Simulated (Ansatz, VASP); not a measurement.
# Cross-check of TaGe2 between VASP and Ansatz, part 2 of 2

Wanted: the spread between two codes on one cell, functional and k mesh. The two relaxations start from unlike cells of this crystal (the structure described is Ansatz's start), so only their ends are compared.

VASP 6.6.1 and Ansatz 0.2.0.

So far: Starting point; Ansatz: relaxation of cell and atoms, LDA.

## Step 3: VASP: relaxation of cell and atoms, LDA

Level of this step: LDA; plane waves and PAW (Ta_pv, Ge_d) (VASP).

Its own start cell and the same functional (in two slightly different forms), mesh and smearing now go to VASP, with its own data sets.

Lines of VASP's logs that name or quote its potential files are left out, and so is its time.

INCAR

```
SYSTEM = TaGe2
PREC = Accurate
ENCUT = 500
EDIFF = 1E-07
NELM = 120
ISMEAR = 0
SIGMA = 0.1
LREAL = .FALSE.
ALGO = Normal
GGA = PW92
NBANDS = 72
LASPH = .TRUE.
LORBIT = 11
LWAVE = .FALSE.
LCHARG = .FALSE.
ISIF = 3
IBRION = 2
NSW = 80
EDIFFG = -0.005
GGA_COMPAT = .FALSE.
NELMIN = 4
KPAR = 2
```

POSCAR

```
TaGe2
1.0
    4.9068122624      0.0000000000      0.0000000000
   -2.4534061312      4.2494236353      0.0000000000
    0.0000000000      0.0000000000      6.6915218644
Ta Ge
3 6
Direct
    0.4999999416      0.0000000585      0.5000000000
    0.4999999416      0.5000000585      0.8333333333
    0.9999999416      0.5000000585      0.1666666667
    0.1640371583      0.3280744919      0.5000000000
    0.8359627249      0.1640372752      0.8333333333
    0.6719255082      0.8359628418      0.1666666667
    0.8359627249      0.6719256251      0.5000000000
    0.1640371583      0.8359628418      0.8333333333
    0.3280743750      0.1640372752      0.1666666667
```

KPOINTS

```
Automatic mesh
0
Gamma
9 9 6
0 0 0
```

Potentials, in the order of the species: Ta_pv and Ge_d (LDA family, release 64).

Launch:

```console
$ mpirun -np 2 vasp_std
```

Numbers of over 12 decimals in the logs are rounded to 6 here.

The log of the run:

```text
[banner, memory and clock lines left out]
running    2 mpi-ranks, on    1 nodes
 distrk:  each k-point on    1 cores,    2 groups
 distr:  one band on    1 cores,    1 groups

 POSCAR found type information on POSCAR TaGe
 POSCAR found :  2 types and       9 ions
|                                                                             |
|               ----> ADVICE to this user running VASP <----                  |
|                                                                             |
|     You enforced a specific xc type in the INCAR file but a different       |
|     [... a line on the potential file left out ...]
|     I HOPE YOU KNOW WHAT YOU ARE DOING!                                     |
|                                                                             |

 LDA part: xc-table for (Slater(with rela. corr.)+PW92), standard interpolation
 POSCAR, INCAR and KPOINTS ok, starting setup
 FFT: planning ... GRIDC
 FFT: planning ... GRID_SOFT
 FFT: planning ... GRID
 WAVECAR not read
 entering main loop
       N       E                     dE             d eps       ncg     rms          rms(c)
DAV:   1     0.159003720834E+04    0.15900E+04   -0.49362E+04  9072   0.426E+03
DAV:   2     0.237404481329E+03   -0.13526E+04   -0.13011E+04  6912   0.116E+03
DAV:   3    -0.464313857342E+02   -0.28384E+03   -0.27464E+03  7096   0.278E+02
DAV:   4    -0.739071655298E+02   -0.27476E+02   -0.26737E+02  8312   0.866E+01
DAV:   5    -0.748756699819E+02   -0.96850E+00   -0.95978E+00  8192   0.182E+01    0.269E+01
DAV:   6    -0.727967388849E+02    0.20789E+01   -0.66398E+00  9024   0.865E+00    0.115E+01
DAV:   7    -0.725126470613E+02    0.28409E+00   -0.73398E-01  8432   0.632E+00    0.390E+00
DAV:   8    -0.724793196590E+02    0.33327E-01   -0.14161E-01  8176   0.182E+00    0.370E-01
DAV:   9    -0.724770459672E+02    0.22737E-02   -0.19012E-02  9096   0.130E+00    0.192E-01
DAV:  10    -0.724768232248E+02    0.22274E-03   -0.16927E-03  8576   0.251E-01    0.761E-02
DAV:  11    -0.724767892710E+02    0.33954E-04   -0.30606E-04  8400   0.111E-01    0.221E-02
DAV:  12    -0.724767903404E+02   -0.10694E-05   -0.23323E-05  9120   0.316E-02    0.134E-02
DAV:  13    -0.724767891228E+02    0.12176E-05   -0.45561E-06  9048   0.192E-02    0.313E-03
DAV:  14    -0.724767891055E+02    0.17331E-07   -0.53652E-07  7464   0.452E-03
   1 F= -.72476789E+02 E0= -.72465308E+02  d E =-.724768E+02
 curvature:   0.00 expect dE= 0.000E+00 dE for cont linesearch  0.000E+00
 trial: gam= 0.00000 g(F)=  0.119E-07 g(S)=  0.212E-04 ort = 0.000E+00 (trialstep = 0.100E+01)
 search vector abs. value=  0.213E-04
 bond charge predicted
       N       E                     dE             d eps       ncg     rms          rms(c)
DAV:   1    -0.724771181497E+02   -0.32903E-03   -0.62087E-03  9016   0.759E-01    0.123E-01
DAV:   2    -0.724768592619E+02    0.25889E-03   -0.44177E-04  8848   0.199E-01    0.581E-02
DAV:   3    -0.724767784774E+02    0.80784E-04   -0.16494E-04  9488   0.117E-01    0.160E-02
DAV:   4    -0.724767738076E+02    0.46698E-05   -0.14619E-05  8400   0.316E-02    0.777E-03
DAV:   5    -0.724767728072E+02    0.10004E-05   -0.13875E-06  8784   0.741E-03    0.345E-03
DAV:   6    -0.724767727879E+02    0.19361E-07   -0.32108E-07  6096   0.581E-03
   2 F= -.72476773E+02 E0= -.72465291E+02  d E =0.163176E-04
 trial-energy change:    0.000016  1 .order    0.000001   -0.000021    0.000023
 step:   0.4797(harm=  0.4797)  dis= 0.00000  next Energy=   -72.476794 (dE=-0.510E-05)
 bond charge predicted
       N       E                     dE             d eps       ncg     rms          rms(c)
DAV:   1    -0.724768813664E+02   -0.10856E-03   -0.16822E-03  8984   0.397E-01    0.636E-02
DAV:   2    -0.724768115614E+02    0.69805E-04   -0.11850E-04  8824   0.104E-01    0.302E-02
DAV:   3    -0.724767895638E+02    0.21998E-04   -0.44900E-05  9488   0.608E-02    0.833E-03
DAV:   4    -0.724767883094E+02    0.12544E-05   -0.40058E-06  8384   0.167E-02    0.404E-03
DAV:   5    -0.724767880255E+02    0.28388E-06   -0.34116E-07  6520   0.387E-03    0.179E-03
DAV:   6    -0.724767880198E+02    0.56607E-08   -0.11437E-07  4400   0.360E-03
   3 F= -.72476788E+02 E0= -.72465307E+02  d E =0.108565E-05
 curvature:  -0.24 expect dE=-0.518E-05 dE for cont linesearch -0.471E-05
 trial: gam= 0.00000 g(F)=  0.272E-08 g(S)=  0.216E-04 ort =-0.204E-04 (trialstep = 0.882E+00)
 search vector abs. value=  0.216E-04
 reached required accuracy - stopping structural energy minimisation
```

OUTCAR, selected parts (step 3):

```text
ion  position               nearest neighbor table
   1  0.500  0.000  0.500-   5 2.65   6 2.65   8 2.65   9 2.65   4 2.82   7 2.82   4 2.82   7 2.82
                             4 2.86   7 2.86   2 3.32   2 3.32   3 3.32   3 3.32
   2  0.500  0.500  0.833-   6 2.65   9 2.65   7 2.65   4 2.65   5 2.82   8 2.82   8 2.82   5 2.82
                             5 2.86   8 2.86   1 3.32   1 3.32   3 3.32   3 3.32
   3  1.000  0.500  0.167-   5 2.65   8 2.65   4 2.65   7 2.65   6 2.82   9 2.82   9 2.82   6 2.82
                             6 2.86   9 2.86   1 3.32   1 3.32   2 3.32   2 3.32
   4  0.164  0.328  0.500-   5 2.63   9 2.63   3 2.65   2 2.65   7 2.79   1 2.82   1 2.82   1 2.86
                             7 2.86   7 2.86
   5  0.836  0.164  0.833-   6 2.63   4 2.63   3 2.65   1 2.65   8 2.79   2 2.82   2 2.82   2 2.86
                             8 2.86   8 2.86
   6  0.672  0.836  0.167-   5 2.63   7 2.63   2 2.65   1 2.65   9 2.79   3 2.82   3 2.82   3 2.86
                             9 2.86   9 2.86
   7  0.836  0.672  0.500-   6 2.63   8 2.63   2 2.65   3 2.65   4 2.79   1 2.82   1 2.82   1 2.86
                             4 2.86   4 2.86
   8  0.164  0.836  0.833-   9 2.63   7 2.63   3 2.65   1 2.65   5 2.79   2 2.82   2 2.82   2 2.86
                             5 2.86   5 2.86
   9  0.328  0.164  0.167-   8 2.63   4 2.63   2 2.65   1 2.65   6 2.79   3 2.82   3 2.82   3 2.86
                             6 2.86   6 2.86

  LATTYP: Found a hexagonal cell.
 ALAT       =     4.9068122624
 C/A-ratio  =     1.3637207838

 Subroutine GETGRP returns: Found 12 space group operations
 (whereof  4 operations were pure point group operations)

The static configuration has the point symmetry D_2 .
 The point group associated with its full space group is D_6 .

 Found     48 irreducible k-points:

   k-points           NKPTS =     48   k-points in BZ     NKDIM =     48   number of bands    NBANDS=     72

   dimension x,y,z NGX =    36 NGY =   36 NGZ =   50
   dimension x,y,z NGXF=    72 NGYF=   72 NGZF=  100

   ENCUT  =  500.0 eV  36.75 Ry    6.06 a.u.   8.95  8.95 12.20*2*pi/ulx,y,z

   NELECT =     117.0000    total number of electrons

 k-points in reciprocal lattice and weights: Automatic mesh
   0.00000000  0.00000000  0.00000000       0.002
   0.11111111  0.00000000  0.00000000       0.012
   0.22222222  0.00000000  0.00000000       0.012
   0.33333333  0.00000000  0.00000000       0.012
   0.44444444  0.00000000  0.00000000       0.012
   0.11111111  0.11111111  0.00000000       0.012
   0.22222222  0.11111111  0.00000000       0.025
   0.33333333  0.11111111  0.00000000       0.025
   0.44444444  0.11111111  0.00000000       0.012
[...]
0.33333333  0.22222222  0.50000000       0.025
   0.33333333  0.33333333  0.50000000       0.004

 average (electrostatic) potential at core
       1 -34.9320       2 -34.9320       3 -34.9320       4 -71.7297       5 -71.7297
       6 -71.7297       7 -71.7297       8 -71.7297       9 -71.7297

 E-fermi :   8.3953

 k-point     1 :       0.0000    0.0000    0.0000
  band No.  band energies     occupation
    ...
     55       5.9868      2.00000
     56       6.0415      2.00000
     57       6.1807      2.00000
     58       6.1807      2.00000
     59       6.9028      2.00000
     60       9.3189      0.00000
     61      10.9532      0.00000
     62      11.2263      0.00000
     63      11.2263      0.00000
     64      11.5896      0.00000
    ...

 k-point     2 :       0.1111    0.0000    0.0000
  band No.  band energies     occupation
    ...
     55       6.0095      2.00000
     56       6.2263      2.00000
     57       6.3489      2.00000
     58       6.5610      2.00000
     59       6.8601      2.00000
     60       9.2840      0.00000
     61      10.4932      0.00000
     62      10.7539      0.00000
     63      10.9519      0.00000
     64      11.4407      0.00000
    ...

 k-point     3 :       0.2222    0.0000    0.0000
  band No.  band energies     occupation
    ...
     55       6.3589      2.00000
     56       6.4934      2.00000
     57       6.5091      2.00000
     58       6.9036      2.00000
     59       6.9923      2.00000
     60       8.9400      0.00000
     61       9.8529      0.00000
     62      10.3218      0.00000
     63      10.8741      0.00000
     64      11.0471      0.00000
    ...

  Total        0.0365260      0.0365260      0.0368384      0.0000000     -0.0000000      0.0000000
  in kB        0.4195409      0.4195408      0.4231289      0.0000000     -0.0000000      0.0000000
  external PRESSURE =       0.4207369 kB  Pullay stress =       0.0000000 kB

  energy-cutoff  :      500.00
  volume of cell :      139.49
      direct lattice vectors                 reciprocal lattice vectors
     4.906474170  0.000000000  0.000000000     0.203812344  0.117671124 -0.000000000
    -2.453237085  4.249130839  0.000000000    -0.000000000  0.235342247 -0.000000000
     0.000000000  0.000000000  6.690657002     0.000000000  0.000000000  0.149462153

 POSITION                                       TOTAL-FORCE (eV/Angst)
 -----------------------------------------------------------------------------------
      2.45324      0.00000      3.34533        -0.000000      0.000000     -0.000000
      1.22662      2.12457      5.57555        -0.000000     -0.000000     -0.000000
      3.67986      2.12457      1.11511        -0.000000      0.000000     -0.000000
     -0.00000      1.39404      3.34533        -0.000000     -0.000097     -0.000000
      3.69920      0.69702      5.57555         0.000084     -0.000048      0.000000
      1.24597      3.55211      1.11511         0.000084      0.000048     -0.000000
      2.45324      2.85510      3.34533        -0.000000      0.000097     -0.000000
     -1.24597      3.55211      5.57555        -0.000084      0.000048      0.000000
      1.20727      0.69702      1.11511        -0.000084     -0.000048     -0.000000
 -----------------------------------------------------------------------------------
    total drift:                                0.000722     -0.000455     -0.000028

  FREE ENERGIE OF THE ION-ELECTRON SYSTEM (eV)
  ---------------------------------------------------
  free  energy   TOTEN  =       -72.4767880198 eV

  energy  without entropy=      -72.4538252607  energy(sigma->0) =      -72.46530664

 reached required accuracy - stopping structural energy minimisation

 total charge
# of ion       s       p       d       tot
------------------------------------------
    1        0.273   6.158   2.507   8.938
    2        0.273   6.158   2.507   8.938
    3        0.273   6.158   2.507   8.938
    4        1.149   1.279  10.085  12.514
    5        1.149   1.279  10.085  12.514
    6        1.149   1.279  10.085  12.514
    7        1.149   1.279  10.085  12.514
    8        1.149   1.279  10.085  12.514
    9        1.149   1.279  10.085  12.514
--------------------------------------------------
tot          7.716  26.151  68.029 101.896

[... 3 further parts left out ...]
```

CONTCAR:

```
TaGe2
   1.00000000000000
     4.9064741698557350    0.0000000000000000    0.0000000000000000
    -2.4532370849278675    4.2491308386578659    0.0000000000000000
     0.0000000000000000    0.0000000000000000    6.6906570021595888
  Ta              Ge
     3     6
Direct
     0.4999999416000023    0.0000000584999995    0.5000000000000000
     0.4999999416000023    0.5000000584999995    0.8333333332999970
     0.9999999416000023    0.5000000584999995    0.1666666667000030
     0.1640377109343626    0.3280755971687273    0.5000000000000000
     0.8359621722656349    0.1640378278343669    0.8333333332999970
     0.6719244029312675    0.8359622891656321    0.1666666667000030
     0.8359621722656349    0.6719245198312718    0.5000000000000000
     0.1640377109343626    0.8359622891656321    0.8333333332999970
     0.3280754802687300    0.1640378278343669    0.1666666667000030
```

This run has no spin polarisation. Its electron count is odd, so without a moment it is a metal by construction. The run keeps the 12 symmetry operations of its start, so it cannot find a distortion of lower symmetry.

## Step 4: Comparison

Known differences besides the potentials themselves: the data sets hold 123 valence electrons in Ansatz (on its default PAW (the set named soft_2) files) and 117 in VASP; the cutoff is 420 eV in Ansatz and 500 eV in VASP; VASP's log shows a relativistic correction to its local exchange, Ansatz's none; Ansatz adds a Pulay correction to the stress that steers its cell, VASP none. Total energies have different zeros and are not compared.

Compared:

| quantity | Ansatz | VASP | difference |
| --- | --- | --- | --- |
| volume (Å³) | 139.17 | 139.49 | -0.23 % |
| edge a after relaxation, in the typed setting (Å) | 4.903 | 4.907 | -0.07 % |
| edge c after relaxation, in the typed setting (Å) | 6.684 | 6.691 | -0.09 % |

## Step 5: Results

* difference in volume (relaxation of cell and atoms, LDA): -0.23 %

The difference in volume is -0.23 % (relaxation of cell and atoms, LDA), within the 1.2 % picked in this series as the mark of a large difference, as far as the stopping tolerances let one tell. The data sets hold unlike numbers of valence electrons (123 in Ansatz and 117 in VASP), so part of the differences comes from the potentials. Such differences can come from data sets, numerical settings and the points named under the comparisons, not from the functional's error against experiment.

[Lines on the potential files, build, host, timing and source positions are cut from VASP's logs without a mark.]

[Logs are printed without paths, hosts, clocks, repeated set-up lines and the standing remarks that a program may print on its own settings, such as how far it seeks lower states.]

[Hosts, paths, dates, database ids (printed as entryN), source tags and the programs' standing remarks are cut or masked in the printed files.]
